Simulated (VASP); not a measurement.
A run of VASP 6.6.1 is set up as follows.

Contents of INCAR:

```
SYSTEM = BN
  PREC = Accurate
  ENCUT = 520
  EDIFF = 1E-6
  ISMEAR = 0
  SIGMA = 0.02
  LREAL = .False.
  LASPH = .True.
  NELM = 100
  ALGO = Normal
  ISIF = 2
  LWAVE = .False.
  LCHARG = .False.
  GGA = PS
  NBANDS = 11
```

KPOINTS

```
Automatic mesh
0
Gamma
  12 12 12
  0 0 0
```

The input POSCAR:

```
BN
1.0
    0.0000000000      3.5579032425      2.1677666186
    1.2524522067      0.0000000000      2.1677666186
    1.2524522067      3.5579032425      0.0000000000
B N
1 1
Direct
    0.0000672847      0.0000672847      0.9999327153
    0.6666327053      0.6666327053      0.3333672947
```

Potentials or basis: VASP PAW PBE potentials, release 64 (B, N).

Command:

```bash
$ cat potpaw_PBE.64/B/POTCAR potpaw_PBE.64/N/POTCAR > POTCAR
$ mpirun -np 1 vasp_std > vasp.out
```

Problem. What does it give for the band gap on the k mesh?

Solution. 3.81 eV, indirect (least direct gap 4.49 eV).

Problem. Predict the pressure.

Solution. 0.3 GPa.

Stress tensor (GPa, compression positive):
```
 0.49  0.00  0.00
 0.00 -0.11  0.00
 0.00  0.00  0.50
```

Caveat: the PAW data sets were made with another functional, which shifts forces and pressure a little. A k mesh can miss the band edges.
